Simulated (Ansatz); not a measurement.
# HfSi2: the cost of one run

Program: Ansatz 0.2.0. Level of theory: DFT PBE, scalar-relativistic, plane waves, PAW. These are calculated values, not measurements.

2 further runs of the same task are left out: 2 set aside as unsound or not needed. Runs told in other sessions of the task aren't counted.

### 1 The system as given

It takes space group Cmcm (No. 63, orthorhombic). The conventional cell has a = 3.683 Å, b = 14.592 Å, c = 3.660 Å, α = 90.00°, β = 90.00°, γ = 90.00°. Hf (site symmetry m2m) has 10 Si at 2.70 to 2.97 Å in its first shell of neighbours. Around Si (site symmetry m2m) lie 2 Si at 2.42 Å and 6 Hf at 2.70 to 2.97 Å. Si (site symmetry m2m) has 4 Si at 2.60 Å and 4 Hf at 2.80 Å in its first shell of neighbours.

As a file:

```xyz
6
Lattice="1.8413 -7.2960 0.0000 1.8413 7.2960 0.0000 0.0000 0.0000 3.6598" Properties=species:S:1:pos:R:3 pbc="T T T"
Hf    1.8413   -5.7571    2.7448
Hf    1.8413    5.7571    0.9149
Si    1.8413   -0.7920    2.7448
Si    1.8413    0.7920    0.9149
Si    1.8413    3.6439    2.7448
Si    1.8413   -3.6439    0.9149
```

This cell was relaxed beforehand with the same method: volume 16.39 Å³/atom, gap on the mesh none (metal).

Bulk energy on matching settings, from an earlier run: -5664.8896 eV/atom.

### 2 The (010) slab

Planes are indexed in the bulk's conventional cell (Cmcm (No. 63)), a = 3.683 Å, b = 14.592 Å, c = 3.660 Å, α = 90.00°, β = 90.00°, γ = 90.00°.

Cut from the relaxed bulk: a (010) slab, 13.0 Å thick as cut, with 15 Å of vacuum; its outer planes are Si (top) and Si (bottom).

The slab as cut. Its planes from the bottom up:

```
plane  atoms per cell  height over the lowest (Å)
    1              Si                        0.00
    2              Hf                        0.75
    3             Si2                        2.86
    4              Hf                        4.97
    5              Si                        5.71
    6              Si                        7.30
    7              Hf                        8.04
    8             Si2                       10.15
    9              Hf                       12.26
   10              Si                       13.01
```

### 3 Single point on the unrelaxed (010) slab

The cell repeats along c, and a dipole correction in the vacuum removes the field between the copies.

input.yaml reads:

```yaml
crystal:
  lattice:
    - [3.6597919922, 0.0, 0.0]
    - [0.0, 3.6825349252, 0.0]
    - [0.0, 0.0, 28.0079004132]
  atoms:
    - { symbol: Si, position: [0.75, 0.0, 0.2677815862] }
    - { symbol: Hf, position: [0.25, 0.5, 0.2944477347] }
    - { symbol: Si, position: [0.25, 0.0, 0.3696042041] }
    - { symbol: Si, position: [0.75, 0.5, 0.3698978676] }
    - { symbol: Hf, position: [0.75, 0.0, 0.445054337] }
    - { symbol: Si, position: [0.25, 0.5, 0.4717204855] }
    - { symbol: Si, position: [0.75, 0.5, 0.5282795145] }
    - { symbol: Hf, position: [0.25, 0.0, 0.554945663] }
    - { symbol: Si, position: [0.25, 0.5, 0.6301021324] }
    - { symbol: Si, position: [0.75, 0.0, 0.6303957959] }
    - { symbol: Hf, position: [0.75, 0.5, 0.7055522653] }
    - { symbol: Si, position: [0.25, 0.0, 0.7322184138] }
basis:
  ecutwfc: 420
kpoints:
  mp_grid: { grid: [10, 10, 1] }
hamiltonian:
  xc: pbe
scf:
  occupations: { method: gaussian, width: 0.1 }
output:
  forces: true
  stress: true
  eigenvalues: true
  write_density: true
  write_potential: true
  elf: true
  volumetric_format: npy
efield:
  axis: 3
  dipole_correction: true
  ramp_width: 0.04
```

Launch:

```
ansatz run input.yaml --threads 1 --pin off --max-ram 2560MiB --backend cpu --events-out ev --progress --plain --runs-dir out
```

Q: Estimate wall time and peak memory on 1 thread of Intel Xeon 6975P-C (Granite Rapids), shared host.

About 1.8 min, with a peak of 1 GiB.
